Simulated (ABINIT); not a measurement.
Write an ASE script for ABINIT 10.8.3 (patched build) that does the following.

```
Task                : single point
Functional          : PBE
Potentials or basis : JTH PAW PBE v2.0
Cutoff              : 707 eV
k mesh              : 10 × 10 × 10
Occupations         : fermi-dirac, width 0.05 eV
Spin                : no spin polarisation
Fine-grid cutoff    : 1306.15 eV
```

The structure of CuO lies in POSCAR:

```
CuO
1.0
    2.5525506100      0.0000000000      0.0000000000
    0.0000000000      2.5525506100      0.0000000000
    0.0000000000      0.0000000000      2.5525506100
Cu O
1 1
Direct
    0.0000000000      0.0000000000      0.0000000000
    0.5000000000      0.5000000000      0.5000000000
```

Measurements of this composition are mostly on another form, of space group No. 15.

One way to write it, as run:

run.py

```python
import json, os
import numpy as np
from ase.units import GPa
from ase.calculators.abinit import Abinit, AbinitProfile
from ase.io import read

atoms = read('POSCAR')

profile = AbinitProfile(command='mpirun --bind-to none -np 4 abinit', pp_paths=[os.path.abspath('pseudos')])
params = dict(
    pps='pawxml', xc='PBE',
    ecut=707.496,
    pawecutdg=1306.1465,
    pawxcdev=0,
    kptopt=1,
    ngkpt=[10, 10, 10],
    nshiftk=1,
    shiftk=[0.0, 0.0, 0.0],
    ixc=11,
    nband=17,
    occopt=3,
    tsmear=0.05,
    nstep=100,
    tolvrs=1e-09,
    prtwf=0,
    prtden=0,
)

atoms.calc = Abinit(profile=profile, directory='run', **params)
energy = atoms.get_potential_energy()
forces = atoms.get_forces()
stress = atoms.get_stress()
print(f'energy {energy:.6f} eV')
print('forces (eV/A)')
print(np.round(forces, 5))
print('stress (GPa, Voigt, tension positive)', np.round(stress / GPa, 4))
json.dump(dict(energy=energy, forces=forces.tolist(), stress=stress.tolist(), cell=atoms.cell.tolist(), frac=atoms.get_scaled_positions(wrap=False).tolist()), open('results.json', 'w'))
```

Potentials or basis: JTH PAW PBE v2.0.

Command:

```console
$ python run.py
```

Results of the run:

```
Pressure                                              : 20.5 GPa
Band gap on the k mesh                                : none (metal or under the smearing width)
Valence electrons inside the program's atomic spheres : Cu 17.29; O 4.46
```

Caveat: so large a pressure means that the cell lies far from this level's equilibrium, or that cutoff or potentials fall short; an odd number of electrons without spin polarisation forces a metal; a magnetic or distorted state may lie lower; the run has no spin polarisation, though such a crystal can be magnetic; semilocal functionals often make such compounds metallic where correlation or magnetic order opens a gap, which also shifts bond lengths.

Run time: 13 s on 4 threads of Arm Neoverse V1, with other jobs on the host, peak memory 0.36 GiB.
